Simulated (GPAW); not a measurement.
Wanted: an ASE script for a GPAW 26.7.0 run.

| Property | Result |
| --- | --- |
| Task | single point |
| Functional | PBE |
| Potentials or basis | GPAW PAW data sets (gpaw-data 1.2.1) |
| Cutoff | 700 eV |
| Basis | pw |
| k mesh | 8 × 8 × 8 |
| Occupations | fermi-dirac, width 0.05 eV |
| Spin | no spin polarisation |
| Maxiter | 75 |

The structure of ZrN lies in ZrN.cif:

```cif
data_ZrN
_cell_length_a 3.25269119
_cell_length_b 3.25269119
_cell_length_c 3.25269119
_cell_angle_alpha 60.00000000
_cell_angle_beta 60.00000000
_cell_angle_gamma 60.00000000
_space_group_name_H-M_alt 'P1'
_space_group_name_Hall 'P 1'
_space_group_IT_number 1
loop_
_space_group_symop_operation_xyz
'x,y,z'
loop_
_atom_site_label
_atom_site_type_symbol
_atom_site_symmetry_multiplicity
_atom_site_Wyckoff_symbol
_atom_site_fract_x
_atom_site_fract_y
_atom_site_fract_z
_atom_site_occupancy
Zr1 Zr 1 a 0.5000000000 0.5000000000 0.5000000000 1
N1 N 1 a 0.0000000000 0.0000000000 0.0000000000 1
```

The input as run:

run.py

```python
from ase.dft.bandgap import bandgap
from ase.io import read, write
from ase.units import GPa
from gpaw import GPAW, PW

atoms = read('ZrN.cif')

calc = GPAW(mode=PW(700),
            xc='PBE',
            kpts={'size': (8, 8, 8), 'gamma': True},
            occupations={'name': 'fermi-dirac', 'width': 0.05},
            nbands=19,
            convergence={'density': 1e-05, 'energy': 1e-05},
            maxiter=75,
            txt='gpaw.txt')
atoms.calc = calc
energy = atoms.get_potential_energy()
forces = atoms.get_forces()
stress = atoms.get_stress()
calc.write('gs.gpw')
write('result.traj', atoms)
print(f'Energy: {energy:.6f} eV')
print('Forces (eV/A):')
print(forces.round(4))
print('Stress (GPa):', (stress / GPa).round(3))
print('Fermi level:', round(calc.get_fermi_level(), 4), 'eV')
print(f'Gap: {bandgap(calc)[0]:.4f} eV, direct: {bandgap(calc, direct=True)[0]:.4f} eV')
```

Potentials or basis: GPAW PAW data sets (gpaw-data 1.2.1), pw.

Launch:

```console
$ OMP_NUM_THREADS=1 python run.py
```

Results of the run:

```
Pressure               : -4.0 GPa
Band gap on the k mesh : none (metal or under the smearing width)
```

Caveat: the cutoff is short for stress and forces, so pressures can be off by a GPa or more.

Wall time 9.1 s on 1 thread of Arm Neoverse V2 (shared host), peak memory 0.15 GiB.
